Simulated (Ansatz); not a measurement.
**TiH: projected density of states with PBEsol**

The system is TiH.

```
CELL_PARAMETERS angstrom
0.00000 2.08970 2.08970
2.08970 0.00000 2.08970
2.08970 2.08970 0.00000
ATOMIC_POSITIONS crystal
Ti 0.00000 0.00000 0.00000
H 0.50000 0.50000 0.50000
```

The cell comes from a database or a generator and needn't be the stable form of this composition.

| Item | Value |
| --- | --- |
| Program | Ansatz 0.2.0 |
| Task | projected density of states |
| Functional | PBEsol |
| Potentials or basis | Ansatz PAW |
| Cutoff | 420 eV (not typed: the program's choice for these potentials) |
| k mesh | 6 × 6 × 6 |
| Occupations | fermi-dirac, width 0.05 eV |
| Spin | no spin polarisation |

```
Pressure                             : -4.1 GPa
Band gap on the k mesh               : none (metal or under the smearing width)
Density of states at the Fermi level : 1.98 states/eV per cell
```

Levels at points of the mesh, in eV from the Fermi level:
```
             k point  band 2  band 3  band 4  band 5  band 6  band 7  band 8  band 9  band 10  band 11
  (0.00, 0.00, 0.00)  -32.52  -32.52  -32.52   -9.57    0.64    0.64    0.64    2.14     2.14    10.56
 (0.00, 0.00, -0.50)  -33.16  -32.60  -32.60   -5.10   -3.20    0.23    0.23    3.27     3.27     7.12
(0.00, -0.50, -0.50)  -33.10  -32.74  -32.74   -6.87   -1.91    1.52    3.20    3.63     3.63     6.66
```

States per cell in windows of 1 eV (zero at the Fermi level; states under -8 eV left out):
| from (eV) | total | Ti 3d | H 1s | Ti 4s | Ti 3s | Ti 3p |
| --- | --- | --- | --- | --- | --- | --- |
| -8.0 | 0.28 | 0.02 | 0.13 | 0.11 | 0.02 | 0.01 |
| -7.0 | 1.01 | 0.31 | 0.54 | 0.13 | 0.01 | 0.02 |
| -6.0 | 0.55 | 0.14 | 0.36 | 0.03 | 0.00 | 0.01 |
| -5.0 | 0.00 | 0.00 | 0.00 | 0.00 | 0.00 | 0.00 |
| -4.0 | 0.00 | 0.00 | 0.00 | 0.00 | 0.00 | 0.00 |
| -3.0 | 0.28 | 0.22 | 0.01 | 0.05 | 0.00 | 0.00 |
| -2.0 | 1.35 | 1.20 | 0.02 | 0.10 | 0.00 | 0.01 |
| -1.0 | 1.51 | 1.30 | 0.01 | 0.09 | 0.00 | 0.01 |
| 0.0 | 1.42 | 1.27 | 0.01 | 0.07 | 0.00 | 0.00 |
| 1.0 | 1.49 | 1.44 | 0.01 | 0.01 | 0.00 | 0.00 |
| 2.0 | 1.43 | 1.39 | 0.01 | 0.01 | 0.00 | 0.00 |
| 3.0 | 1.84 | 1.71 | 0.07 | 0.03 | 0.00 | 0.00 |
| 4.0 | 0.56 | 0.34 | 0.11 | 0.03 | 0.00 | 0.00 |
| 5.0 | 0.11 | 0.05 | 0.04 | 0.00 | 0.00 | 0.00 |
| 6.0 | 0.87 | 0.20 | 0.12 | 0.36 | 0.02 | 0.00 |
| 7.0 | 1.08 | 0.18 | 0.28 | 0.45 | 0.02 | 0.00 |

Run time: 0.31 s on 2 threads of AMD EPYC 9R45 96-Core Processor (Zen 5) (shared host), peak memory 0.33 GiB.

Caveat: the k mesh is coarse (spacing up to 0.43 Å⁻¹), so the values aren't converged; the PAW data sets come from PBE, with cores solved anew for the run's functional, which leaves a small shift of forces and pressure; the density of states is complete only up to the lowest level of the last band computed.
